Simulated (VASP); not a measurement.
**VASP inputs for NaF (strained CsCl)**

INCAR

```
SIGMA = 0.01
NSW = 0
LASPH = .TRUE.
NBANDS = 14
ISMEAR = 0
ISIF = 2
PREC = Accurate
LREAL = .FALSE.
IBRION = -1
NELM = 120
METAGGA = R2SCAN
LCHARG = .FALSE.
EDIFF = 1E-7
ENCUT = 520
LWAVE = .FALSE.
ALGO = Normal
```

KPOINTS

```
KPOINTS created by Atomic Simulation Environment
0
Gamma
10 10 10
0 0 0
```

KPOINTS_OPT

```
special points
5
Reciprocal
0.0000000000 0.0000000000 0.0000000000 1
0.0000000000 0.5000000000 0.0000000000 1
0.5000000000 0.5000000000 0.0000000000 1
0.5000000000 0.5000000000 0.5000000000 1
0.0000000000 0.5000000000 0.5000000000 1
```

POSCAR

```
Na F
 1.0000000000000000
     2.6853773406000001    0.0000000000000000    0.0000000000000000
     0.0000000000000000    2.6853773406000001    0.0000000000000000
     0.0000000000000000    0.0000000000000000    2.7934852185999999
 Na  F
   1   1
Cartesian
  0.0000000000000000  0.0000000000000000  0.0000000000000000
  1.3426886703000001  1.3426886703000001  1.3967426092999997
```

VASP ran with the recommended PBE PAW datasets (14 valence electrons in the cell).

Problem. Estimate the main results of this run.

Solution. gap between bands v and c 7.59 eV; least direct gap 7.94 eV; pressure 4.9 GPa.

Band v is the last that the valence electrons fill when counted band by band, and c is the next. Levels in eV from the top of v:

```json
{"point": "Γ", "v−1": "-0.35", "v": "-0.35", "c": "7.59", "c+1": "16.39"}
{"point": "X", "v−1": "-0.51", "v": "-0.20", "c": "12.50", "c+1": "13.88"}
{"point": "M", "v−1": "-2.14", "v": "-0.22", "c": "13.61", "c+1": "16.70"}
{"point": "R", "v−1": "-2.02", "v": "-1.91", "c": "16.06", "c+1": "16.09"}
```
